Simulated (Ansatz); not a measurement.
## Hf: from a first guess to the relaxed diamond type

First guess:

```
CELL_PARAMETERS angstrom
0.00000 3.21951 3.21951
3.21951 0.00000 3.21951
3.21951 3.21951 0.00000
ATOMIC_POSITIONS crystal
Hf 0.00000 0.00000 0.00000
Hf 0.25000 0.25000 0.25000
```

Theory: DFT, PBE, PAW with Ansatz's default frozen-core files, scalar-relativistic (Ansatz 0.2.0).

Cell and atoms relax within the symmetry of the start on a 10×10×10 k mesh with 0.03 eV Fermi–Dirac smearing.

The start is built from a prototype, known or not as a phase of this compound; the cutoff is 420 eV.

Spin–orbit coupling is left out, though it moves levels of the heavy atoms by tenths of an eV or more.

**Question.** What is the pressure of the first guess?

**Answer.** 1.52 GPa.

**Question.** What does it relax to?

**Answer.** a = 6.540 Å, b = 6.540 Å, c = 6.540 Å, α = 90.00°, β = 90.00°, γ = 90.00° (conventional cell), 34.97 Å³ per atom:
```cif
data_structure
_symmetry_space_group_name_H-M 'Fd-3m:1'
_symmetry_Int_Tables_number 227
_cell_length_a 6.5401
_cell_length_b 6.5401
_cell_length_c 6.5401
_cell_angle_alpha 90.000
_cell_angle_beta 90.000
_cell_angle_gamma 90.000
_cell_volume 279.74
loop_
_atom_site_label
_atom_site_type_symbol
_atom_site_symmetry_multiplicity
_atom_site_Wyckoff_symbol
_atom_site_fract_x
_atom_site_fract_y
_atom_site_fract_z
_atom_site_occupancy
Hf1 Hf 8 b 0.00000 0.00000 0.50000 1
```

**Question.** How much energy does the relaxation release?

**Answer.** 7 meV/atom.
